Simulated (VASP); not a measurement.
# Y4N5 in VASP: notebook, part 2 of 2

VASP 6.6.1. Earlier steps stand in the parts before.

## (4) Single point, PBE

File INCAR:

```
SYSTEM = Y4N5
  PREC = Accurate
  ENCUT = 460
  EDIFF = 1E-7
  ISMEAR = 1
  SIGMA = 0.1
  LREAL = .FALSE.
  LASPH = .TRUE.
  NELM = 120
  ALGO = Normal
  ISIF = 2
  LWAVE = .FALSE.
  LCHARG = .FALSE.
  LDIPOL = .TRUE.
  IDIPOL = 3
  DIPOL = 0.5 0.5 0.500
  GGA = PE
  NBANDS = 52
  LVHAR = .TRUE.
  LVACPOTAV = .TRUE.
```

File KPOINTS:

```
Automatic mesh
0
G
  14 14 1
  0 0 0
```

File POSCAR:

```
Y4N5
1.0
    3.4485597718      0.0000000000      0.0000000000
   -1.7242798859      2.9865403689      0.0000000000
    0.0000000000      0.0000000000     23.2629490514
N Y
5 4
Direct
    0.3333333333      0.6666666667      0.2579208675
    0.0000000000      0.0000000000      0.3789604338
    0.6666666667      0.3333333333      0.5000000000
    0.3333333333      0.6666666667      0.6210395662
    0.0000000000      0.0000000000      0.7420791325
    0.6666666667      0.3333333333      0.3184406506
    0.3333333333      0.6666666667      0.4394802169
    0.0000000000      0.0000000000      0.5605197831
    0.6666666667      0.3333333333      0.6815593494
```

Potentials or basis: VASP PAW PBE potentials, release 64 (N, Y_sv).

Launch:

```bash
> cat potpaw_PBE.64/N/POTCAR potpaw_PBE.64/Y_sv/POTCAR > POTCAR
> mpirun -np 1 vasp_std > vasp.out
```

OUTCAR:

```text
SYSTEM = Y4N5
   PREC = Accurate
   ENCUT = 460
   EDIFF = 1E-7
   ISMEAR = 1
   LREAL = .FALSE.
   LASPH = .TRUE.
   NELM = 120
   ISIF = 2
   GGA = PE

 Found     24 irreducible k-points:

 Following reciprocal coordinates:
            Coordinates               Weight
  0.000000  0.000000  0.000000      1.000000
  0.071429  0.000000  0.000000      6.000000
  0.142857  0.000000  0.000000      6.000000
  0.214286  0.000000  0.000000      6.000000
  0.285714 -0.000000  0.000000      6.000000
  0.357143 -0.000000  0.000000      6.000000
   k-points           NKPTS =     24   k-points in BZ     NKDIM =     24   number of bands    NBANDS=     52
   number of dos      NEDOS =    301   number of ions     NIONS =      9
   total plane-waves  NPLWV =  96768
   dimension x,y,z NGX =    24 NGY =   24 NGZ =  168
   dimension x,y,z NGXF=    48 NGYF=   48 NGZF=  336
   ions per type =               5   4
   NGX,Y,Z   is equivalent  to a cutoff of  11.57, 11.57, 12.01 a.u.
   NGXF,Y,Z  is equivalent  to a cutoff of  23.14, 23.14, 24.01 a.u.
 SYSTEM =  Y4N5
   PREC   = accura    normal or accurate (medium, high low for compatibility)
   ISTART =      0    job   : 0-new  1-cont  2-samecut
   ICHARG =      2    charge: 1-file 2-atom 10-const
   ISPIN  =      1    spin polarized calculation?
   LNONCOLLINEAR =      F non collinear calculations
   LSORBIT =      F    spin-orbit coupling
   LASPH  =      T    aspherical Exc in radial PAW
   ENCUT  =  460.0 eV  33.81 Ry    5.81 a.u.   6.03  6.03 40.68*2*pi/ulx,y,z
   NELM   =    120;   NELMIN=  2; NELMDL= -5     # of ELM steps
   EDIFF  = 0.1E-06   stopping-criterion for ELM
   LREAL  =      F    real-space projection
   EDIFFG = 0.1E-05   stopping-criterion for IOM
   NSW    =      0    number of steps for IOM
   IBRION =     -1    ionic relax: 0-MD 1-quasi-New 2-CG
   NFREE  =      0    steps in history (QN), initial steepest desc. (CG)
   ISIF   =      2    stress and relaxation
   ISYM   =      2    0-nonsym 1-usesym 2-fastsym
   POTIM  = 0.5000    time-step for ionic-motion
   TEBEG  =    0.0;   TEEND  =   0.0 temperature during run
   PSTRESS=    0.0 pullay stress
   NELECT =      69.0000    total number of electrons
   NUPDOWN=      -1.0000    fix difference up-down
   EMIN   =  10.00;   EMAX   =-10.00  energy-range for DOS
   EFERMI =   0.00;   METHOD = LEGACY
   ISMEAR =     1;   SIGMA  =   0.10  broadening in eV -4-tet -1-fermi 0-gaus
   EFERMI_NEDOS =   21; number of points for ismear=-14 and -15
   IALGO  =     38    algorithm
   IMIX   =      4    mixing-type and parameters
     AMIX     =   0.40;   BMIX     =  1.00
     AMIX_MAG =   1.60;   BMIX_MAG =  1.00
  volume/ion in A,a.u.               =      26.62       179.65
  Fermi-wavevector in a.u.,A,eV,Ry     =   1.081104  2.042991 15.902303  1.168786
  Thomas-Fermi vector in A             =   2.217112
   LORBIT       =      0    0 simple, 1 ext, 2 COOP (PROOUT), +10 PAW based schemes
   GGA     = PE    functional components
   LHFCALC =     F    Hartree Fock is set to
   AEXX    =    0.0000 exact exchange contribution
   IVDW    =     0    specifies the selected vdW correction
   LEPSILON=     F    determine dielectric tensor
   LRPA    =     F    only Hartree local field effects (RPA)
 non-spin polarized calculation
 Methfessel and Paxton  Order N= 1 SIGMA  =   0.10
  energy-cutoff  :      460.00
  volume of cell :      239.59
 maximum number of plane-waves:      5428
   NGX = 13   NGY = 13   NGZ = 81

 number of electron      69.0000003 magnetization

 dipolmoment           0.000000      0.000000     -0.000000 electrons x Angstroem

 Free energy of the ion-electron system (eV)
  ---------------------------------------------------
  ext. energy  EPLUGINS =         0.00000000
  ---------------------------------------------------
  free energy    TOTEN  =       -73.51310700 eV

  energy without entropy =      -73.49759400  energy(sigma->0) =      -73.50793600

 E-fermi :  -1.7001     XC(G=0):  -6.6107

 val. band max:       -1.7019887817   @ k =   0.2857  -0.0000   0.0000
 cond. band min:      -1.6929831944   @ k =   0.2857   0.0714   0.0000
 fundamental gap:      0.0090055873
 Fermi energy:        -1.7000605219

 k-point     1 :       0.0000    0.0000    0.0000
  band No.  band energies     occupation
      1     -42.7750      2.00000
      2     -42.7135      2.00000
      3     -42.3362      2.00000
      4     -42.3358      2.00000
      5     -23.4248      2.00000
      6     -22.9846      2.00000
[... 38 lines left out ...]
     45       3.5132      0.00000
     46       3.5132      0.00000

 k-point     2 :       0.0714    0.0000    0.0000
  band No.  band energies     occupation
      1     -42.7702      2.00000
      2     -42.7101      2.00000
      3     -42.3323      2.00000
      4     -42.3319      2.00000
      5     -23.4060      2.00000
      6     -22.9804      2.00000
[... 38 lines left out ...]
     45       3.4024      0.00000
     46       3.5933      0.00000

 k-point     3 :       0.1429    0.0000    0.0000
  band No.  band energies     occupation
      1     -42.7567      2.00000
      2     -42.7006      2.00000
      3     -42.3214      2.00000
      4     -42.3211      2.00000
      5     -23.3528      2.00000
      6     -22.9790      2.00000
[... 38 lines left out ...]
     45       3.5169      0.00000
     46       3.8128      0.00000

 k-point     4 :       0.2143    0.0000    0.0000
  band No.  band energies     occupation
      1     -42.7368      2.00000
      2     -42.6871      2.00000
      3     -42.3056      2.00000
      4     -42.3054      2.00000
      5     -23.2774      2.00000
      6     -23.0246      2.00000
[... 38 lines left out ...]
     45       3.8300      0.00000
     46       3.9114      0.00000

 k-point     5 :       0.2857   -0.0000    0.0000
  band No.  band energies     occupation
      1     -42.7140      2.00000
      2     -42.6727      2.00000
      3     -42.2880      2.00000
      4     -42.2879      2.00000
      5     -23.2307      2.00000
      6     -23.1293      2.00000
[... 38 lines left out ...]
     45       4.1865      0.00000
     46       4.2941      0.00000

 k-point     6 :       0.3571   -0.0000    0.0000
  band No.  band energies     occupation
      1     -42.6925      2.00000
      2     -42.6605      2.00000
      3     -42.2721      2.00000
      4     -42.2720      2.00000
      5     -23.3443      2.00000
      6     -23.1809      2.00000
[... 38 lines left out ...]
     45       4.6933      0.00000
     46       4.8125      0.00000

 [... further k-points ...]

 [bands above 46 left out]

------------------------ aborting loop because EDIFF is reached ----------------------------------------

  FORCE on cell =-STRESS in cart. coord.  units (eV):
  Direction    XX          YY          ZZ          XY          YZ          ZX
  --------------------------------------------------------------------------------------
  -------------------------------------------------------------------------------------
  Total        0.3355745      0.3355745     -3.8375455      0.0000000     -0.0000000     -0.0000000
  in kB        2.2440298      2.2440298    -25.6621599      0.0000000     -0.0000000     -0.0000000
  external PRESSURE =      -7.0580334 kB  Pullay stress =       0.0000000 kB

 VOLUME and BASIS-vectors are now :
 -----------------------------------------------------------------------------
  energy-cutoff  :      460.00
  volume of cell :      239.59
      direct lattice vectors                 reciprocal lattice vectors
     3.448559772  0.000000000  0.000000000     0.289976125  0.167417794  0.000000000
    -1.724279886  2.986540369  0.000000000     0.000000000  0.334835588  0.000000000
     0.000000000  0.000000000 23.262949051     0.000000000  0.000000000  0.042986811

 POSITION                                       TOTAL-FORCE (eV/Angst)
 -----------------------------------------------------------------------------------
     -0.00000      1.99103      6.00000         0.000000      0.000000      1.844323
      0.00000      0.00000      8.81574        -0.000000     -0.000000      0.352603
      1.72428      0.99551     11.63147        -0.000000      0.000000      0.000000
     -0.00000      1.99103     14.44721        -0.000000      0.000000     -0.352603
      0.00000      0.00000     17.26295        -0.000000      0.000000     -1.844323
      1.72428      0.99551      7.40787         0.000000     -0.000000     -2.263376
     -0.00000      1.99103     10.22361         0.000000     -0.000000     -0.093942
      0.00000      0.00000     13.03934        -0.000000      0.000000      0.093942
      1.72428      0.99551     15.85508        -0.000000      0.000000      2.263376
 -----------------------------------------------------------------------------------
    total drift:                                0.000000     -0.000000      0.000000

  FREE ENERGIE OF THE ION-ELECTRON SYSTEM (eV)
  ---------------------------------------------------
  free  energy   TOTEN  =       -73.5131070011 eV

  energy  without entropy=      -73.4975939963  energy(sigma->0) =      -73.50793600

 vacuum level on the upper side and lower side of the slab         6.437         6.437
```

Run time: 7.1 min. Hardware: 1 thread of Intel Xeon Platinum 8488C (Sapphire Rapids), shared host; peak memory 0.42 GiB.

These settings aren't checked as converged: the numbers below hold their error.

Results:

| Property | Result |
| --- | --- |
| Free energy | -73.5131 eV |
| Largest force | 2.263 eV/Å |
| Band gap on the k mesh | none (metal or under the smearing width) |
| Work function of the upper face | 8.14 eV |
| Work function of the lower face | 8.14 eV |

Caveat: the cutoff is under 1.25 times the usual one of these potentials, so pressure, stress and relaxed cells hold a basis-set (Pulay) error.
